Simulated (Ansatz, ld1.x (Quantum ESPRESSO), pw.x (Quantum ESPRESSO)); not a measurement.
Which Zr potential is closest to all-electron in the bcc crystal?

All use PBEsol, scalar-relativistic, no spin, cutoffs from each file’s atomic test, pw.x 7.5; 13³ k-points, Fermi–Dirac smearing 0.01 Ry. Δ is the rms difference from all-electron LAPW of the E(V) curves that follow from fits to the pressures, over ±6 % in volume. Mesh and smearing are coarse and serve the comparison alone. The files are a selection: those with a ghost or negative overlap were mostly not run, and those with noisy or unconverged pressures or nearly equal Δ are left out.

All-electron: a0 = 3.529 Å (V0 = 21.97 Å³/atom), B0 = 92.2 GPa.

Rank them by Δ, smallest first.
A. norm-conserving RRKJ (Kleinman–Bylander form), ld1.x (Quantum ESPRESSO) 7.5, PBEsol; core [Kr], reference 4d2 5s1.5 5p0; waves: 5p (bound, empty): rc 3.15 bohr; 4d (bound): rc 2.40 bohr; 4f channel at 0.2 Ry: rc 3.35 bohr; 5s (bound): rc 3.20 bohr; local part: the s channel; core correction: none.
B. norm-conserving RRKJ (Kleinman–Bylander form), ld1.x (Quantum ESPRESSO) 7.5, PBEsol; core [Kr], reference 4d2 5s2 5p0; waves: 5p (bound, empty): rc 3.65 bohr; 4d (bound): rc 2.40 bohr; 5s (bound): rc 2.35 bohr; local part: the s channel; core correction: a·sin(br)/r model core, default radius (core density twice the valence density).
C. PAW, ld1.x (Quantum ESPRESSO) 7.5, PBEsol; core [Ar] 3d10, reference 4s2 4p6 4d2 5s2 5p0; waves: 4s (bound): rcut 1.85, rcutus 2.35 bohr; 5s (bound): rcut 1.85, rcutus 2.35 bohr; 4p (bound): rcut 1.90, rcutus 2.40 bohr; 5p (bound, empty): rcut 1.90, rcutus 2.40 bohr; 4d (bound): rcut 2.55, rcutus 2.95 bohr; 4d channel at 2.2 Ry: rcut 2.55, rcutus 2.95 bohr; local part: all-electron potential smoothed inside 2.60 bohr (lloc = -1); core correction: none; augmentation: PSQ, radius 1.95 bohr.

C (3.1 meV/atom), B (13.5 meV/atom), A (19.4 meV/atom).
